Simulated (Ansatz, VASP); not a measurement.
**WS2: VASP beside Ansatz**

```
W S
1.0
     3.18422    0.00000    0.00000
    -1.59211    2.75762    0.00000
     0.00000    0.00000   12.97828
W S
2 4
Direct
  0.33333 0.66667 0.25000
  0.66667 0.33333 0.75000
  0.33333 0.66667 0.62980
  0.66667 0.33333 0.12980
  0.33333 0.66667 0.87020
  0.66667 0.33333 0.37020
```

The cell is a database's computed one.

Alike in both runs: task single point; functional PBEsol; k mesh 6 × 6 × 2; occupations gaussian, width 0.1 eV; no spin polarisation.

|  | VASP | Ansatz |
| --- | --- | --- |
| version | VASP 6.6.1 | Ansatz 0.2.0 |
| potentials or method | VASP PAW PBE potentials, release 64 (W_sv, S) | scalar-relativistic, plane waves, PAW |
| plane-wave cutoff (eV) | 520 | 420 |
| valence electrons in the cell | 52 | 52 |

```tsv
	VASP	Ansatz	Ansatz less VASP
gap on the k mesh at the Fermi level (eV)	1.20	1.19	-0.013
least direct gap on the mesh (eV)	1.73	1.73	-0.003
pressure (GPa)	-2.8	-2.9	-0.09
largest component of the traceless stress (GPa)	1.65	1.62	-0.027
rms of the force components (eV/Å)	0.041	0.050	+0.0087
```

Atom by atom the forces differ by 0.009 eV/Å (rms over components). Ansatz warned: «pseudo_functional_mismatch».

Caveats: the PAW data sets were made with another functional, which shifts forces and pressure a little (VASP); spin-orbit coupling is left out, which moves the levels of the heavy elements; this functional lacks dispersion, which binds the layers, so the pressure and a relaxed spacing across them are unreliable. A k mesh can miss the band edges.
